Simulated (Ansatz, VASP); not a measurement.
# One calculation of Al, two programs

Contents of INCAR:

```
SYSTEM = Al
ALGO = Normal ; EDIFF = 1E-7
ENCUT = 520 ; GGA = PE
ISIF = 2 ; ISMEAR = -1
LASPH = .TRUE. ; LCHARG = .FALSE.
LREAL = .FALSE. ; LWAVE = .FALSE.
NBANDS = 10 ; NELM = 60
PREC = Accurate ; SIGMA = 0.05
```

Contents of KPOINTS:

```
k-points
0
G
  11 11 6
  0 0 0
```

The input POSCAR:

```
Al
1.0
    2.8310814264      0.0000000000      0.0000000000
   -1.4155407132      2.4517884355      0.0000000000
    0.0000000000      0.0000000000      4.8990817340
Al
2
Direct
    0.3333333333      0.6666666667      0.2500000000
    0.6666666667      0.3333333333      0.7500000000
```

File input.yaml:

```yaml
crystal:
  lattice:
    - [2.8310814264, 0.0, 0.0]
    - [-1.4155407132, 2.4517884355, 0.0]
    - [0.0, 0.0, 4.899081734]
  atoms:
    - { symbol: Al, position: [0.3333333333, 0.6666666667, 0.25] }
    - { symbol: Al, position: [0.6666666667, 0.3333333333, 0.75] }
hamiltonian:
  xc: pbe
  pseudopotentials: { kind: paw }
kpoints:
  mp_grid: { grid: [11, 11, 6] }
scf:
  occupations: { method: fermi_dirac, width: 0.05 }
output:
  forces: true
  stress: true
  eigenvalues: true
```

Change from the starting cell: volume scaled by 1.02.

Alike in both runs: task single point; functional PBE; k mesh 11 × 11 × 6; occupations fermi-dirac, width 0.05 eV; no spin polarisation.

|  | VASP | Ansatz |
| --- | --- | --- |
| version | VASP 6.6.1 | Ansatz 0.2.0 |
| potentials or method | VASP PAW PBE potentials, release 64 (Al) | Ansatz PAW |
| plane-wave cutoff (eV) | 520 | 420 |
| valence electrons in the cell | 6 | 6 |

|  | VASP | Ansatz | Ansatz less VASP |
| --- | --- | --- | --- |
| gap on the k mesh at the Fermi level (eV) | none | none | - |
| pressure (GPa) | -1.3 | -1.3 | +0.03 |
| largest component of the traceless stress (GPa) | 2.73 | 2.74 | +0.009 |

A gap of «none» marks a metal or a gap that the smearing closes. The functional is the same, so the differences come from potentials, cutoffs and numerics.
